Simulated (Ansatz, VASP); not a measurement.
One calculation of BeSe, two programs

Contents of INCAR:

```
PREC = Accurate
ENCUT = 600
EDIFF = 1E-6
ISMEAR = 0
SIGMA = 0.02
LREAL = F
LASPH = T
NELM = 100
ALGO = Normal
ISIF = 3
LWAVE = F
LCHARG = F
GGA = PE
IBRION = 2
NSW = 100
EDIFFG = -0.005
```

The input KPOINTS:

```
regular mesh
0
Gamma
  8 8 8
```

The input POSCAR:

```
BeSe
1.0
    0.0000000000      2.5839687382      2.5839687382
    2.5839687382      0.0000000000      2.5839687382
    2.5839687382      2.5839687382      0.0000000000
Be Se
1 1
Direct
    0.0000000000      0.0000000000      0.0000000000
    0.2500000000      0.2500000000      0.2500000000
```

Input for Ansatz:

```yaml
crystal:
  lattice:
    - [0.0, 2.5839687382, 2.5839687382]
    - [2.5839687382, 0.0, 2.5839687382]
    - [2.5839687382, 2.5839687382, 0.0]
  atoms:
    - { symbol: Be, position: [0.0, 0.0, 0.0] }
    - { symbol: Se, position: [0.25, 0.25, 0.25] }
basis:
  ecutwfc: 420
kpoints:
  mp_grid: { grid: [8, 8, 8] }
hamiltonian:
  xc: pbe
scf:
  occupations: { method: gaussian, width: 0.02 }
output:
  forces: true
  stress: true
  eigenvalues: true
  write_density: true
  write_potential: true
  elf: true
  volumetric_format: npy
relax:
  adjacent_minimum: "off"
  f_tol: 0.005
  max_steps: 80
  cell: { stress_tol: 0.05 }
```

The cell comes from a database or a generator and needn't be the stable form of this composition.

Alike in both runs: task relaxation of cell and atoms; functional PBE; k mesh 8 × 8 × 8; occupations gaussian, width 0.02 eV; no spin polarisation.

|  | VASP | Ansatz |
| --- | --- | --- |
| version | VASP 6.6.1 | Ansatz 0.2.0 |
| potentials or method | VASP PAW PBE potentials, release 64 (Be, Se) | scalar-relativistic, plane waves, PAW |
| plane-wave cutoff (eV) | 600 | 420 |
| valence electrons in the cell | 8 | 18 |

VASP gave:

* gap on the k mesh at the Fermi level, each at its own relaxed structure (eV): 2.67
* relaxed volume (Å³/atom): 17.39
* relaxed cell length with the largest relative difference (Å): 3.664

**Question.** Estimate Ansatz's values.

**Answer.** gap on the k mesh at the Fermi level, each at its own relaxed structure (eV): 2.67; relaxed volume (Å³/atom): 17.35; relaxed cell length with the largest relative difference (Å): 3.661.

The two sets of potentials don't hold the same shells in valence.

A k mesh can miss the band edges. Expect the measured gap to be larger: semilocal functionals such as PBE lack the derivative discontinuity.
